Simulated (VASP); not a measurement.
KMgF3:

```
CELL_PARAMETERS angstrom
3.98590 0.00000 0.00000
0.00000 3.98590 0.00000
0.00000 0.00000 3.98590
ATOMIC_POSITIONS crystal
K 0.50000 0.50000 0.50000
Mg 0.00000 0.00000 0.00000
F 0.00000 0.00000 0.50000
F 0.00000 0.50000 0.00000
F 0.50000 0.00000 0.00000
```

Program: VASP 6.6.1. Alike in all runs: no spin polarisation; cell as given; cutoff (eV) 520.

Task: Order these runs on this cell by their pressure, lowest first.
A. level r2SCAN; potentials or basis VASP PAW PBE potentials, release 64 (K_sv, Mg, F); k mesh 8 × 8 × 8; smearing gaussian 0.02 eV; ladder gaps
B. level HSE06; potentials or basis VASP PAW PBE potentials, release 64 (K_sv, Mg, F); k mesh 4 × 4 × 4; smearing gaussian 0.02 eV; ladder gaps; grid for exact exchange (PRECFOCK) Fast; screening parameter 0.2 1/A
C. level LDA; potentials or basis VASP PAW LDA potentials, release 64 (K_sv, Mg, F); k mesh 8 × 8 × 8; smearing gaussian 0.02 eV; ladder gaps
D. level PBE; potentials or basis VASP PAW PBE potentials, release 64 (K_sv, Mg, F); k mesh 7 × 7 × 7; smearing fermi-dirac 0.05 eV
E. level r2SCAN-EpsX; potentials or basis VASP PAW PBE potentials, release 64 (K_sv, Mg, F); k mesh 4 × 4 × 4; smearing gaussian 0.02 eV; ladder gaps; grid for exact exchange (PRECFOCK) Fast; exchange at q = 0 truncated; share of exact exchange 0.483

Result: C (-5.2 GPa), E (-3.1 GPa), A (-0.9 GPa), B (1.0 GPa), D (3.4 GPa).

Caveats: the PAW data sets were made with another functional, which shifts forces and pressure a little (some runs); an odd mesh through Γ misses points on the zone boundary, where band edges often lie (some runs).

Not every run made on this cell is shown here.
